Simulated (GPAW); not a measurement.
# SnTe (F-43m) in GPAW: convergence with k mesh

Aim: find how far k mesh must go before the results for SnTe settle, at LDA. This setting moves, with any that are tied to it; all else stays.

All numbers are computed with GPAW 26.7.0; they aren't measurements. Logs are shortened: lines on timing, memory, paths and dates and some standing lists are left out, and cuts for length are marked. The log counts tension as positive stress, the text compression.

### 1 The crystal as given

The structure is cubic, space group F-43m (No. 216). Conventional cell: a = 7.222 Å, b = 7.222 Å, c = 7.222 Å, α = 90.00°, β = 90.00°, γ = 90.00°. Around Te (site symmetry -43m) lie 4 Sn at 3.13 Å. Sn (site symmetry -43m) is surrounded by 4 Te at 3.13 Å.

Measurements of this composition are mostly on another form, of space group No. 225.

### 2 With k mesh 2 × 2 × 2

Contents of run.py:

```python
from ase.dft.bandgap import bandgap
from ase.io import read, write
from ase.units import GPa
from gpaw import GPAW, PW

atoms = read('POSCAR')

calc = GPAW(mode=PW(600),
            xc='LDA',
            kpts={'size': (2, 2, 2), 'gamma': True},
            occupations={'name': 'fermi-dirac', 'width': 0.05},
            nbands=19,
            convergence={'density': 1e-05, 'energy': 1e-05},
            maxiter=100,
            txt='gpaw.txt')
atoms.calc = calc
energy = atoms.get_potential_energy()
forces = atoms.get_forces()
stress = atoms.get_stress()
calc.write('gs.gpw')
write('result.traj', atoms)
print(f'Energy: {energy:.6f} eV')
print('Forces (eV/A):')
print(forces.round(4))
print('Stress (GPa):', (stress / GPa).round(3))
print('Fermi level:', round(calc.get_fermi_level(), 4), 'eV')
print(f'Gap: {bandgap(calc)[0]:.4f} eV, direct: {bandgap(calc, direct=True)[0]:.4f} eV')
```

Contents of POSCAR:

```
SnTe
1.0
    0.0000000000      3.6111460000      3.6111460000
    3.6111460000      0.0000000000      3.6111460000
    3.6111460000      3.6111460000      0.0000000000
Te Sn
1 1
Direct
    0.2500000000      0.2500000000      0.2500000000
    0.0000000000      0.0000000000      0.0000000000
```

Potentials or basis: the program's PAW data sets (release 1.2.1) made for this functional, pw.

Command:

```
$ OMP_NUM_THREADS=1 python run.py
```

gpaw.txt:

```text
__  _  _
 | _ |_)|_||  |
 |__||  | ||/\| - 26.7.0

Input parameters:
  mode=PW(ecut=600.0),
  convergence={'density': 1e-05, 'energy': 1e-05},
  kpts=MonkhorstPack(size=(2, 2, 2), gamma=True),
  maxiter=100,
  nbands=19,
  occupations=Occupations(name='fermi-dirac', width=0.05),
  xc=XC(name='LDA')

Diagonalizing LCAO Hamiltonian
Converting LCAO to pw mode

             Te

       Sn

Atoms  # Å, Bohr magnetons
|   | symbol |        x |        y |        z |    initial magnetic moments |
|---|--------|----------|----------|----------|-----------------------------|
| 0 |     Te | 1.805573 | 1.805573 | 1.805573 | ( 0.0000,  0.0000,  0.0000) |
| 1 |     Sn | 0.000000 | 0.000000 | 0.000000 | ( 0.0000,  0.0000,  0.0000) |

Unit cell  # Å
| periodic |        x |        y |        z |  lengths |    angles |
|----------|----------|----------|----------|----------|-----------|
|      yes | 0.000000 | 3.611146 | 3.611146 | 5.106932 | 60.000000 |
|      yes | 3.611146 | 0.000000 | 3.611146 | 5.106932 | 60.000000 |
|      yes | 3.611146 | 3.611146 | 0.000000 | 5.106932 | 60.000000 |

Number of symmetries: 24
Symmetry operations  # r_c * U_cc + t_c -> r_c
|    | kind |            matrix            |
|----|------|------------------------------|
|  0 |  E   |  1, 0, 0,  0, 1, 0,  0, 0, 1 |
|  1 |  σ   |  1, 0, 0,  0, 0, 1,  0, 1, 0 |
|  2 |  σ   |  1, 0,-1,  0, 1,-1,  0, 0,-1 |
|  3 |  C3  |  1, 0,-1,  0, 0,-1,  0, 1,-1 |
|  4 |  C3  |  1,-1, 0,  0,-1, 1,  0,-1, 0 |
|  5 |  σ   |  1,-1, 0,  0,-1, 0,  0,-1, 1 |
|  6 |  σ   |  0, 1, 0,  1, 0, 0,  0, 0, 1 |
|  7 |  C3  |  0, 1, 0,  0, 0, 1,  1, 0, 0 |
|  8 |  C2  |  0, 1,-1,  1, 0,-1,  0, 0,-1 |
|  9 |  S4  |  0, 1,-1,  0, 0,-1,  1, 0,-1 |
| 10 |  C3  |  0, 0, 1,  1, 0, 0,  0, 1, 0 |
| 11 |  σ   |  0, 0, 1,  0, 1, 0,  1, 0, 0 |
| 12 |  S4  |  0, 0,-1,  1, 0,-1,  0, 1,-1 |
| 13 |  C3  |  0, 0,-1,  0, 1,-1,  1, 0,-1 |
| 14 |  S4  |  0,-1, 1,  1,-1, 0,  0,-1, 0 |
| 15 |  C2  |  0,-1, 1,  0,-1, 0,  1,-1, 0 |
| 16 |  C3  |  0,-1, 0,  1,-1, 0,  0,-1, 1 |
| 17 |  S4  |  0,-1, 0,  0,-1, 1,  1,-1, 0 |
| 18 |  S4  | -1, 1, 0, -1, 0, 1, -1, 0, 0 |
| 19 |  C3  | -1, 1, 0, -1, 0, 0, -1, 0, 1 |
| 20 |  C3  | -1, 0, 1, -1, 1, 0, -1, 0, 0 |
| 21 |  S4  | -1, 0, 1, -1, 0, 0, -1, 1, 0 |
| 22 |  σ   | -1, 0, 0, -1, 1, 0, -1, 0, 1 |
| 23 |  C2  | -1, 0, 0, -1, 0, 1, -1, 1, 0 |

BZ-sampling:
  Number of BZ points: 8
  Number of IBZ points: 3

  Monkhorst-Pack size: [2, 2, 2]
  Monkhorst-Pack shift: [0.25, 0.25, 0.25]

K-points  # in reciprocal-cell coordinates
|   |                                coordinates |     weight |
|---|--------------------------------------------|------------|
| 0 | (  0.00000000,   0.00000000,   0.00000000) | 0.12500000 |
| 1 | (  0.50000000,   0.50000000,   0.00000000) | 0.37500000 |
| 2 | (  0.50000000,   0.50000000,   0.50000000) | 0.50000000 |

Plane wave coefficients: 3143
Cutoff: 600.0 eV

Spin-components: 1 (collinear spins)
Bands:           19
Projectors:      11
Spin-degeneracy: 2
Datatype:        complex128

Parallelization:
  kpt:    1
  domain: 1
  band:   1

Density:
  Valence electrons: 20.0
  Components: 1
  Grid points: [30 30 30]
  Charge: 0.0  # |e|

Potential:
  Grid points: [30 30 30]

species:
  Te:
    name:    Tellurium
    Z:       52.0
    valence: 6
    core:    46
    charge:  0.0  # [|e|]
    compensation charges:
      type: gauss
      rc: 0.36  # [Å]
      lmax: 2
    cutoffs:
      filter: 2.09  # [Å]
      core: 3.17  # [Å]
    projectors
    | kind |    occ | energy [eV] | rcut [Å] |
    |------|--------|-------------|----------|
    |   5s |  2.000 |     -15.337 |    1.180 |
    |   5p |  4.000 |      -6.113 |    1.196 |
    |    s |        |      11.875 |    1.180 |
    |    p |        |      21.098 |    1.196 |
    |    d |        |       0.000 |    1.238 |

    Using partial waves for Te as LCAO basis

  Sn:
    name:    Tin
    Z:       50.0
    valence: 14
    core:    36
    charge:  0.0  # [|e|]
    compensation charges:
      type: gauss
      rc: 0.38  # [Å]
      lmax: 2
    cutoffs:
      filter: 2.23  # [Å]
      core: 2.35  # [Å]
    projectors
    | kind |    occ | energy [eV] | rcut [Å] |
    |------|--------|-------------|----------|
    |   5s |  2.000 |     -10.799 |    1.201 |
    |   5p |  2.000 |      -3.869 |    1.270 |
    |   4d | 10.000 |     -25.910 |    1.185 |
    |    s |        |      16.413 |    1.201 |
    |    p |        |      23.342 |    1.270 |
    |    d |        |       1.302 |    1.185 |

    Using partial waves for Sn as LCAO basis

Reference energy: -352503.082954  # eV

eigensolver:
  PPCG
  Converge bands: occupied
  niter=2

density mixing:
  MSR1-Mixer
  Pratt-step length: 0.05
  Maximum mixing coefficient: 0.75
  Old densities: 10
  SVD Regularization: 0.005
  Good broyden scale: 1.0
  Trust region scale: 1.0
  Backstep threshold: 4.0
  History deletion threshold: 6.0
  Fourier metric: weight=20.0, sigma=0.015

occupation numbers:
  Fermi-Dirac:
    width: 0.0500  # eV

poisson solver:
  ecut: 4800.0  # eV

xc functional:
  name: None

convergence criteria:
- Maximum integral of absolute [dens]ity change: 1e-05 electrons / valence electron
- Maximum [total energy] change in last 3 cyles: 1e-05 eV / valence electron
- Maximum integral of absolute [eigenst]ate change: 4e-08 eV^2 / valence electron
maximum number of iterations: 100

SCF iterations
|iter     | |      energy | eigst |  dens |
|---------|-|-------------|-------|-------|
|iter:   1| |   -8.735971 | -0.17 |       |
|iter:   2| |   -8.708209 | -2.18 | -1.30 |
|iter:   3| |   -8.597865 | -2.52 | -1.35 |
|iter:   4| |   -8.595279 | -3.81 | -1.88 |
|iter:   5| |   -8.594894 | -4.45 | -2.36 |
|iter:   6| |   -8.594915 | -5.83 | -3.05 |
|iter:   7| |   -8.594915c| -6.97 | -3.87 |
|iter:   8| |   -8.594915c| -7.62c| -4.78 |
|iter:   9| |   -8.594915c| -8.12c| -5.37c|

Converged in 9 steps
Energy contributions relative to reference atoms: (reference = -352503.082954)

Energy contributions:
  Kinetic:           4.476278
  Coulomb:          -6.895751
  Zero:              0.136151
  External:          0.000000
  Xc:               -6.311366
  Entropy:          -0.000453
  Spinorbit:         0.000000
  ----------------------------
  Free energy:      -8.595141
  Extrapolated:     -8.594915

dipole moment: (-28.342663, -28.342663, -28.342663)  # |e|*Ang

Fermi level: 2.161
Eigenvalues  # (at kpt = [0.000, 0.000, 0.000])
| band index |      eig [eV] | occ [0-2] |
|------------|---------------|-----------|
|          0 |       -19.208 |     2.000 |
|        ... |               |           |
|          2 |       -19.208 |     2.000 |
|          3 |       -19.196 |     2.000 |
|          4 |       -19.196 |     2.000 |
|          5 |        -9.061 |     2.000 |
|          6 |        -2.829 |     2.000 |
|          7 |         0.611 |     2.000 |
[... 9 lines left out ...]
|         17 |        10.028 |     0.000 |
|         18 |        10.028 |     0.000 |

Gap: 0.722 eV
Transition (v -> c):
  (s=0, k=1, n=9, [0.50, 0.50, 0.00]) -> (s=0, k=1, n=10, [0.50, 0.50, 0.00])
No difference between direct/indirect transitions

Forces  # eV/Ang
|        x |        y |        z |
|----------|----------|----------|
|  0.00000 |  0.00000 |  0.00000 |  # Te   0
| -0.00000 | -0.00000 | -0.00000 |  # Sn   1

Stress tensor  # eV/Ang^3
|         x |        y |         z |
|-----------|----------|-----------|
|  0.021349 | 0.000000 | -0.000000 |
|  0.000000 | 0.021349 |  0.000000 |
| -0.000000 | 0.000000 |  0.021349 |

# Writing to gs.gpw (mode='')
```

stdout:

```text
Energy: -8.594915 eV
Forces (eV/A):
[[ 0.  0.  0.]
 [-0. -0. -0.]]
Stress (GPa): [ 3.42  3.42  3.42  0.   -0.    0.  ]
Fermi level: 2.1606 eV
Gap: 0.7215 eV, direct: 0.7215 eV
```

It took 5.3 s on 1 thread of Arm Neoverse V1, shared host; peak memory 0.15 GiB.

Results:

```
Free energy            : -8.5951 eV
Pressure               : -3.4 GPa
Band gap on the k mesh : 0.72 eV, direct
```

### 3 With k mesh 3 × 3 × 3

Changes to run.py since step 2:

```diff
@@ -9,3 +9,3 @@
             xc='LDA',
-            kpts={'size': (2, 2, 2), 'gamma': True},
+            kpts={'size': (3, 3, 3), 'gamma': True},
             occupations={'name': 'fermi-dirac', 'width': 0.05},
```

POSCAR is that of step 2.

Potentials or basis: the program's PAW data sets (release 1.2.1) made for this functional, pw.

Command:

```
$ OMP_NUM_THREADS=1 python run.py
```

Wall time 6.7 s (1 thread of Arm Neoverse V1, shared host); peak memory 0.15 GiB.

What came out:

| Item | Value |
| --- | --- |
| Free energy | -8.4118 eV |
| Pressure | -3.1 GPa |
| Band gap on the k mesh | 0.77 eV, indirect (least direct gap 0.92 eV) |

### 4 With k mesh 4 × 4 × 4

Changes to run.py since step 3:

```diff
@@ -9,3 +9,3 @@
             xc='LDA',
-            kpts={'size': (3, 3, 3), 'gamma': True},
+            kpts={'size': (4, 4, 4), 'gamma': True},
             occupations={'name': 'fermi-dirac', 'width': 0.05},
```

POSCAR is that of step 3.

Command:

```
$ OMP_NUM_THREADS=1 python run.py
```

Wall time 11 s (1 thread of Arm Neoverse V1, shared host); peak memory 0.16 GiB.

The run converged. Its results:

```
Free energy            : -8.3123 eV
Pressure               : -2.7 GPa
Band gap on the k mesh : none (metal or under the smearing width)
```

### 5 With k mesh 5 × 5 × 5

Changes to run.py since step 4:

```diff
@@ -9,3 +9,3 @@
             xc='LDA',
-            kpts={'size': (4, 4, 4), 'gamma': True},
+            kpts={'size': (5, 5, 5), 'gamma': True},
             occupations={'name': 'fermi-dirac', 'width': 0.05},
```

POSCAR is that of step 4.

Command:

```
$ OMP_NUM_THREADS=1 python run.py
```

Wall time 13 s (1 thread of Arm Neoverse V1, shared host); peak memory 0.16 GiB.

The run converged. Its results:

```yaml
Free_energy: -8.2949 eV
Pressure: -2.3 GPa
Band_gap_on_the_k_mesh: 0.34 eV, indirect (least direct gap 0.78 eV)
```

### 6 With k mesh 6 × 6 × 6

Changes to run.py since step 5:

```diff
@@ -9,3 +9,3 @@
             xc='LDA',
-            kpts={'size': (5, 5, 5), 'gamma': True},
+            kpts={'size': (6, 6, 6), 'gamma': True},
             occupations={'name': 'fermi-dirac', 'width': 0.05},
```

POSCAR is that of step 5.

Potentials or basis: the program's PAW data sets (release 1.2.1) made for this functional, pw.

Command:

```
$ OMP_NUM_THREADS=1 python run.py
```

Wall time 19 s (1 thread of Arm Neoverse V1, shared host); peak memory 0.17 GiB.

It converged, with:

```
Free energy            : -8.2949 eV
Pressure               : -2.3 GPa
Band gap on the k mesh : 0.20 eV, indirect (least direct gap 0.73 eV)
```

### 7 With k mesh 7 × 7 × 7

Changes to run.py since step 6:

```diff
@@ -9,3 +9,3 @@
             xc='LDA',
-            kpts={'size': (6, 6, 6), 'gamma': True},
+            kpts={'size': (7, 7, 7), 'gamma': True},
             occupations={'name': 'fermi-dirac', 'width': 0.05},
```

POSCAR is that of step 6.

Command:

```
$ OMP_NUM_THREADS=1 python run.py
```

It took 23 s on 1 thread of Arm Neoverse V1, shared host; peak memory 0.18 GiB.

It converged, with:

```
Free energy            : -8.2952 eV
Pressure               : -2.3 GPa
Band gap on the k mesh : 0.26 eV, indirect (least direct gap 0.76 eV)
```

### 8 With k mesh 9 × 9 × 9

Changes to run.py since step 7:

```diff
@@ -9,3 +9,3 @@
             xc='LDA',
-            kpts={'size': (7, 7, 7), 'gamma': True},
+            kpts={'size': (9, 9, 9), 'gamma': True},
             occupations={'name': 'fermi-dirac', 'width': 0.05},
```

POSCAR is that of step 7.

Command:

```
$ OMP_NUM_THREADS=1 python run.py
```

Wall time 39 s (1 thread of Arm Neoverse V1, shared host); peak memory 0.2 GiB.

Results (log left out):

* Free energy: -8.2956 eV
* Pressure: -2.3 GPa
* Band gap on the k mesh: 0.13 eV, indirect (least direct gap 0.75 eV)

### 9 The series at a glance

```tsv
k mesh	energy less the tightest run, at zero smearing (meV/atom)	pressure (GPa)	gap on the mesh (eV)	SCF cycles	CPU time (s)	peak memory (GiB)
2 × 2 × 2	-150.22	-3.42	0.722	9	5.3	0.15
3 × 3 × 3	-58.62	-3.11	0.768	9	6.7	0.15
4 × 4 × 4	-6.60	-2.66	0.000	9	11	0.16
5 × 5 × 5	0.49	-2.32	0.340	9	13	0.16
6 × 6 × 6	0.39	-2.32	0.202	9	19	0.17
7 × 7 × 7	0.15	-2.32	0.260	9	23	0.18
9 × 9 × 9	0.00	-2.34	0.133	9	39	0.2
```

Against the tightest run, the energy stays within 1 meV/atom from 5 × 5 × 5 on; the pressure stays within 0.1 GPa from 5 × 5 × 5 on. Not settled before the last step: the gap on the mesh (to 0.01 eV). Meshes of other sizes hit other points, so gaps and Fermi surfaces needn't settle smoothly. The tightest run that finished is the yardstick and may itself not be fully converged.

Caveats: spin-orbit coupling is left out, which moves the levels of the heavy elements; an odd mesh through Γ misses points on the zone boundary, where band edges often lie.
